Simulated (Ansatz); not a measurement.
Al2O3:

```
Al O
1.0
     3.01748    0.00000    0.00000
    -1.50874    2.61322    0.00000
     0.00000    0.00000    7.57464
Al O
2 3
Direct
  0.00000 0.00000 0.72205
  0.00000 0.00000 0.27795
  0.00000 0.00000 0.50000
  0.66667 0.33333 0.80055
  0.33333 0.66667 0.19945
```

Measurements of this composition are mostly on another form, of space group No. 167.

- Program: Ansatz 0.2.0
- Task: relaxation of cell and atoms
- Functional: LDA
- Potentials or basis: Ansatz PAW
- Cutoff: 420 eV (not typed: the program's choice for these potentials)
- k mesh: 10 × 10 × 4
- Occupations: fermi-dirac, width 0.05 eV
- Spin: no spin polarisation

At the start: volume 11.95 Å³/atom.

Where does the relaxation end?

It ends after 10 steps and the volume is 11.18 Å³/atom (-6.4 %); space group P-3m1 (No. 164, to 0.05 Å).

The path:
```csv
step,energy change (eV),largest force (eV/Å),volume (Å³)
1,0.0000,0.4586,59.73
2,-0.0674,0.3431,57.72
3,-0.0971,0.0642,56.29
4,-0.0955,0.0080,56.63
5,-0.0831,0.0074,56.63
6,-0.0872,0.0078,55.99
7,-0.0871,0.0043,56.02
8,-0.0841,0.0040,56.02
9,-0.0848,0.0004,55.90
10,-0.0842,0.0004,55.90
```

Final structure:
```cif
data_structure
_symmetry_space_group_name_H-M 'P 1'
_symmetry_Int_Tables_number 1
_cell_length_a 2.9626
_cell_length_b 2.9626
_cell_length_c 7.3537
_cell_angle_alpha 90.000
_cell_angle_beta 90.000
_cell_angle_gamma 120.000
_cell_volume 55.90
loop_
_atom_site_label
_atom_site_type_symbol
_atom_site_fract_x
_atom_site_fract_y
_atom_site_fract_z
_atom_site_occupancy
Al1 Al 0.00000 0.00000 0.72558 1
Al2 Al 0.00000 0.00000 0.27442 1
O1 O 0.00000 0.00000 0.50000 1
O2 O 0.66667 0.33333 0.80477 1
O3 O 0.33333 0.66667 0.19523 1
```

Caveat: the plane-wave basis is chosen anew once the cell has moved, so the energies of steps on either side of that aren't comparable; the pressure holds a Pulay correction of +0.9 GPa for the finite cutoff; the PAW data sets come from PBE, with cores solved anew for the run's functional, which leaves a small shift of forces and pressure.
